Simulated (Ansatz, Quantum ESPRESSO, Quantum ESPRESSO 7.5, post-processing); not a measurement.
# Ballistic transmission: 1 layers of Pd in Na(100), on the host's sites

Wanted: the transmission near the Fermi level and the conductance of this junction: 1 layers of Pd in Na(100), on the host's sites.

Main program and level: Quantum ESPRESSO 7.5; plane-wave DFT, PBE, GBRV ultrasoft pseudopotentials (cross-check by Ansatz 0.2.0 with PAW datasets).

Most raw output is cut from this account.

## (1) Set-up

The cell holds 18 atoms: 17 Na and 1 Pd. Its edges and angles: a = 4.200 Å, b = 4.200 Å, c = 36.567 Å, α = 90.0°, β = 90.0°, γ = 90.0°. It derives from Na. Regions: left lead, 8 atoms (8 Na); channel, 2 atoms (1 Pd and 1 Na); right lead, 8 atoms (8 Na). The structure is stacked along c, and the current runs across the ab planes.

## (2) SCF with pw.x

One periodic cell holds a stretch of lead, the junction and more lead; the atoms stay as built.

Input file scf.in:

```
&control
  prefix = 'scf'
  outdir = './out'
  pseudo_dir = './pseudo'
  calculation = 'scf'
  tprnfor = .true.
/
&system
  ibrav = 0
  nat = 18
  ntyp = 2
  ecutwfc = 40
  ecutrho = 200
  occupations = 'smearing'
  smearing = 'mv'
  degauss = 0.01
/
&electrons
  conv_thr = 1e-07
  mixing_beta = 0.25
  electron_maxstep = 120
  mixing_mode = 'local-TF'
/
ATOMIC_SPECIES
  Na  22.9898  na_pbe_v1.5.uspp.F.UPF
  Pd  106.4200  pd_pbe_v1.4.uspp.F.UPF
CELL_PARAMETERS angstrom
  4.20000000000000 0.00000000000000 0.00000000000000
  0.00000000000000 4.20000000000000 0.00000000000000
  0.00000000000000 0.00000000000000 36.56682233560091
ATOMIC_POSITIONS crystal
  Na  0.000000000000 0.000000000000 0.000000000000
  Na  0.500000000000 0.500000000000 0.057429108297
  Na  0.000000000000 0.000000000000 0.114858216595
  Na  0.500000000000 0.500000000000 0.172287324892
  Na  0.000000000000 0.000000000000 0.229716433189
  Na  0.500000000000 0.500000000000 0.287145541487
  Na  0.000000000000 0.000000000000 0.344574649784
  Na  0.500000000000 0.500000000000 0.402003758081
  Pd  0.000000000000 0.000000000000 0.442570891703
  Na  0.500000000000 0.500000000000 0.483138025324
  Na  0.000000000000 0.000000000000 0.540567133621
  Na  0.500000000000 0.500000000000 0.597996241919
  Na  0.000000000000 0.000000000000 0.655425350216
  Na  0.500000000000 0.500000000000 0.712854458513
  Na  0.000000000000 0.000000000000 0.770283566811
  Na  0.500000000000 0.500000000000 0.827712675108
  Na  0.000000000000 0.000000000000 0.885141783405
  Na  0.500000000000 0.500000000000 0.942570891703
K_POINTS automatic
  6 6 1 0 0 0
```

Command:

```bash
> OMP_NUM_THREADS=1 mpirun -n 4 pw.x -nk 2 -in scf.in > scf.out
```

Wall time 5.2 min (4 MPI ranks of Arm Neoverse V2, shared host); peak memory 1.5 GiB.

Read from the output:

| Quantity | Value |
| --- | --- |
| free energy | -24756.1968 eV |
| Fermi energy | 1.839 eV |

The program's own clock; routines nest. Time by routine:

```csv
routine,wall time (s),calls
PWSCF,312.8,1
electrons,307.4,1
c_bands,257,35
cegterg,238.8,175
h_psi,119.5,697
fftw,64.95,96676
vloc_psi,60.97,697
calbec,42.43,892
sum_band,36.7,35
h_psi:calbec,28.39,697
add_vuspsi,28.24,697
s_psi,28.17,697
newd,8.31,36
cdiaghg,6.9,692
```

The run needed 35 iterations to bring the estimated error under 1e-07 Ry; the largest force on any atom, held or free, is 0.20 eV/Å.

## (3) Transmission with pwcond.x

prefixt takes both regions from one run: the lead from 0 to bdl, the scattering region from bdl to bds (units of alat). ikind = 1 puts the same lead on both sides. The program's T_tot counts both spins in a run without spin; the tables below give T per spin.

Input file cond.in:

```
&inputcond
  outdir = './out'
  prefixt = 'scf'
  tran_file = 'cond.dat'
  bdl = 1.0000000000
  bds = 8.7063862714
  ikind = 1
  ewind = 4.0
  epsproj = 1e-05
  nz1 = 7
  energy0 = 0.4
  denergy = -0.4
/
15
  0.00000000 0.00000000 0.01562500
  0.00000000 0.12500000 0.06250000
  0.00000000 0.25000000 0.06250000
  0.00000000 0.37500000 0.06250000
  0.00000000 0.50000000 0.03125000
  0.12500000 0.12500000 0.06250000
  0.12500000 0.25000000 0.12500000
  0.12500000 0.37500000 0.12500000
  0.12500000 0.50000000 0.06250000
  0.25000000 0.25000000 0.06250000
  0.25000000 0.37500000 0.12500000
  0.25000000 0.50000000 0.06250000
  0.37500000 0.37500000 0.06250000
  0.37500000 0.50000000 0.06250000
  0.50000000 0.50000000 0.01562500
3
```

Command:

```bash
> OMP_NUM_THREADS=1 mpirun -n 4 pwcond.x -in cond.in > cond.out
```

It took 2.7 min on 4 MPI ranks; peak memory 0.53 GiB; 11 min of CPU time.

This step gave:

```
lead channels at the Fermi level, one spin : 1.078
transmission at the Fermi level, one spin  : 0.8708
conductance                                : 0.8708 G₀
```

Per spin; mean over the k mesh across the current. Table of open channels, zone mean by energy, zero at the Fermi level:

| energy (eV) | open channels, zone mean |
| --- | --- |
| -0.400 | 1.08 |
| 0.000 | 1.08 |
| 0.400 | 1.39 |

Per spin; mean over the k mesh across the current. Table of transmission, zone mean by energy, zero at the Fermi level:

```csv
energy (eV),"transmission, zone mean"
-0.400,0.693
0.000,0.871
0.400,0.983
```

At 0.000 eV; k in fractions of b1, b2. Transmission by k point:

```
   k1     k2   weight       t  channels
    0      0  0.01562  0.9999         1
    0  0.125   0.0625  0.9947         1
    0   0.25   0.0625   0.922         1
    0  0.375   0.0625  0.7586         1
    0    0.5  0.03125   1.805         2
0.125  0.125   0.0625  0.9763         1
0.125   0.25    0.125  0.8782         1
0.125  0.375    0.125  0.7151         1
0.125    0.5   0.0625   1.831         2
 0.25   0.25   0.0625  0.7754         1
 0.25  0.375    0.125  0.6253         1
 0.25    0.5   0.0625   1.404         2
0.375  0.375   0.0625  0.6815         1
0.375    0.5   0.0625       0         0
  0.5    0.5  0.01562       0         0
```

The program's own clock; routines nest. Time by routine:

```csv
routine,wall time (s),calls
PWCOND,160.6,1
scatter_forw,124.7,90
local,21.32,15
compbs,11.02,45
compbs_2,9.23,45
init,0.69,1
poten,0.06,1
```

The run is unpolarised; a magnetic state was not tried, may lie lower and would change T.

At no point does T exceed the number of channels.

## (4) The open system, with nz1 = 1

A sensitivity test on the input.

cond.w.in, as its differences from the input of step 3:

```diff
@@ -3,3 +3,3 @@
   prefixt = 'scf'
-  tran_file = 'cond.dat'
+  tran_file = 'cond.w.dat'
   bdl = 1.0000000000
@@ -9,3 +9,3 @@
   epsproj = 1e-05
-  nz1 = 7
+  nz1 = 1
   energy0 = 0.4
```

Command:

```bash
> OMP_NUM_THREADS=1 mpirun -n 4 pwcond.x -in cond.w.in > cond.w.out
```

Elapsed: 2.3 min, on 4 MPI ranks; peak memory 0.54 GiB; 9.3 min of CPU time.

The changed values were drawn from a wide range, not chosen for quality; the comparison shows what they did here together.

Beside the run it was changed from:

```csv
quantity,this run,unchanged run,difference
"transmission at the Fermi level, one spin",0.8418,0.8708,-0.029
"lead channels at the Fermi level, one spin",1.078,1.078,0
wall time (s),140,161,
```

Over all energies T moves by up to 0.089, at -0.4 eV.

The physical values in this table move by up to 3.3 %.

## (5) The open system, with ikind = 2

One more run, with a changed input.

cond.bad.in, as its differences from the input of step 3:

```diff
@@ -3,6 +3,6 @@
   prefixt = 'scf'
-  tran_file = 'cond.dat'
+  tran_file = 'cond.bad.dat'
   bdl = 1.0000000000
   bds = 8.7063862714
-  ikind = 1
+  ikind = 2
   ewind = 4.0
```

Command:

```bash
> OMP_NUM_THREADS=1 mpirun -n 4 pwcond.x -in cond.bad.in > cond.bad.out
```

It took 1.2 s on 4 MPI ranks; peak memory 0.19 GiB.

The input was rejected at the start.

The program's message: “Error in routine init_orbitals (1): Too big atomic spheres”

The change that led to it: inputcond.ikind = 2.

The message: “init_orbitals (1): Too big atomic spheres”. ikind = 2 asks for a second, right-hand lead, for which no boundary (bdr) or run was given; ikind = 1 fits one lead on both sides.

## (6) Cross-check with Ansatz

A second code with its own PAW datasets, on the same atoms.

Level of this step: plane-wave DFT, PBE, Ansatz PAW (Ansatz 0.2.0).

Input file input.yaml:

```yaml
crystal:
  lattice:
    - [4.2, 0.0, 0.0]
    - [0.0, 4.2, 0.0]
    - [0.0, 0.0, 36.5668223356]
  atoms:
    - { symbol: Na, position: [0.0, 0.0, 0.0] }
    - { symbol: Na, position: [0.5, 0.5, 0.0574291083] }
    - { symbol: Na, position: [0.0, 0.0, 0.1148582166] }
    - { symbol: Na, position: [0.5, 0.5, 0.1722873249] }
    - { symbol: Na, position: [0.0, 0.0, 0.2297164332] }
    - { symbol: Na, position: [0.5, 0.5, 0.2871455415] }
    - { symbol: Na, position: [0.0, 0.0, 0.3445746498] }
    - { symbol: Na, position: [0.5, 0.5, 0.4020037581] }
    - { symbol: Pd, position: [0.0, 0.0, 0.4425708917] }
    - { symbol: Na, position: [0.5, 0.5, 0.4831380253] }
    - { symbol: Na, position: [0.0, 0.0, 0.5405671336] }
    - { symbol: Na, position: [0.5, 0.5, 0.5979962419] }
    - { symbol: Na, position: [0.0, 0.0, 0.6554253502] }
    - { symbol: Na, position: [0.5, 0.5, 0.7128544585] }
    - { symbol: Na, position: [0.0, 0.0, 0.7702835668] }
    - { symbol: Na, position: [0.5, 0.5, 0.8277126751] }
    - { symbol: Na, position: [0.0, 0.0, 0.8851417834] }
    - { symbol: Na, position: [0.5, 0.5, 0.9425708917] }
kpoints:
  mp_grid: { grid: [6, 6, 1] }
hamiltonian:
  xc: pbe
scf:
  occupations: { method: fermi_dirac, width: 0.1 }
  convergence: { dr2_threshold: 1.0e-08 }
output:
  transmission: { leads: [[0, 2]], e_range: [-0.4, 0.4], de: 0.4, kmesh: [8, 8] }
  write_potential: true
  write_density: true
  volumetric_format: npy
```

Command:

```bash
> ansatz run input.yaml --threads 4 --pin off --max-ram 8192MiB --backend cpu --events-out ev --progress --plain --runs-dir out
```

The job ended after 41 s (4 threads; peak memory 1.6 GiB; 2.5 min of CPU time).

Read from the output:

| Item | Value |
| --- | --- |
| free energy | -32241.6929 eV |
| energy at zero smearing | -32241.5509 eV |
| smearing term TS | 0.2839 eV |
| Fermi energy | 2.020 eV |
| symmetry operations | 16 |
| transmission at the Fermi level, one spin | 0.8742 |
| step of the lead's Hamiltonian over a period | 7.2 meV |

Per spin; mean over the k mesh across the current. Table of transmission, zone mean by energy, zero at the Fermi level:

```
energy (eV)  transmission, zone mean
     -0.400                    0.720
      0.000                    0.874
      0.400                    0.990
```

Per spin; mean over the k mesh across the current. Table of open channels, zone mean by energy, zero at the Fermi level:

| energy (eV) | open channels, zone mean |
| --- | --- |
| -0.400 | 1.08 |
| 0.000 | 1.08 |
| 0.400 | 1.39 |

Ansatz finds T = 0.874 against pwcond's 0.871.

## (7) All levels side by side

All levels:

```csv
step,T at the Fermi level (per spin),conductance (G0),r.m.s. T(E) from the first,CPU time of the step (s),peak memory (GiB)
Ansatz,0.8742,-,0,148.7,1.577
pwcond,0.8708,0.8708,0.01608,644.3,0.53
"pwcond, changed setting",0.8418,0.8418,0.07472,559.2,0.54
```

Per spin; mean over the k mesh across the current. The transmission, zone mean by energy, zero at the Fermi level:

```csv
energy (eV),Ansatz,pwcond,"pwcond, changed setting"
-0.400,0.720,0.693,0.604
0.000,0.874,0.871,0.842
0.400,0.990,0.983,0.942
```

## (8) The arithmetic

The Landauer sum over the mesh, Σ w T = 0.0625 × 1.83 + 0.1250 × 0.878 + 0.1250 × 0.715 + … = 0.8708.

G = 0.871 × 77.48 µS = 67.5 µS a cell. Times the area of 17.640 Å², the resistance-area product is A/G = 2.61 fΩ m², the leads' contact resistance included.

Free electrons at 1 an atom (2 atoms in 74.1 Å³) have k_F = 0.928 1/Å and offer A k_F²/4π = 1.21 channels per spin; the lead has 1.08 on this mesh.

## (9) Summary of results

| Property | Result |
| --- | --- |
| conductance from T at the Fermi level, a cell (G₀ = 2e²/h) | 0.871 G₀ |
| conductance per area | 382 S/μm² |
| lead channels per spin | 1.08 |
| the same conductance by Ansatz | 0.874 G₀ |

In words: The junction conducts 0.871 G₀ a cell at the Fermi level (PBE, GBRV ultrasoft). At the Fermi level the junction passes 81 % of what the leads offer. At the Fermi level pwcond and Ansatz differ by 0.38 %, a close match. The mean rests on 15 distinct points, the heaviest weighing 0.12, and the mesh was not tested, so even the second digit is unsure. Over -0.4 to 0.4 eV, T lies between 0.69 and 0.98 per spin. The geometry is as built, not relaxed, and the leads are short.

[Logs are printed without paths, hosts, clocks, repeated set-up lines and the standing remarks that a program may print on its own settings, such as how far it seeks lower states.]

[Hosts, paths, dates, database ids (printed as entryN), source tags and the programs' standing remarks are cut or masked in the printed files.]

[Maps of the electrostatic potential energy from Ansatz leave out the sawtooth potential of an applied field or a dipole correction, so their vacuum need not be flat; planar profiles and work functions include it.]
